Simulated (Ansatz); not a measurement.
Runs of Ansatz 0.2.0 on ZnS. The structure is cubic, space group F-43m (No. 216). The conventional cell has a = 5.404 Å, b = 5.404 Å, c = 5.404 Å, α = 90.00°, β = 90.00°, γ = 90.00°. Around Zn (site symmetry -43m) lie 4 S at 2.34 Å. S (site symmetry -43m) has 4 Zn at 2.34 Å as nearest neighbours. 

| screening (1/Å) | share of exact exchange | gap on the mesh (eV) | pressure (GPa) |
| --- | --- | --- | --- |
| 0.2 | 0.25 | (a) | (b) |
| 0.3 | 0.25 | 3.13 | 1.1 |
| 0.1 | 0.25 | 3.66 | (c) |
| 0.2 | 0.4 | 4.14 | 0.6 |
| 0.15 | 0.25 | 3.50 | 0.9 |

Alike in all rows: task single point; level HSE06 form with a typed share of exact exchange; potentials or basis Ansatz PAW; no spin polarisation; cell as given; k mesh 5 × 5 × 5; cutoff (eV) 420; smearing fermi-dirac 0.05 eV.

Question: Fill in the values left out.

Answer: (a) 3.36; (b) 1.0; (c) 0.8.

Caveats: odd divisions of the mesh miss points on the zone boundary, where band edges often lie, so the gap on the mesh can be too wide; the PAW data sets come from PBE, with cores solved anew for the run's functional, which leaves a small shift of forces and pressure; the thresholds are loose for stress.

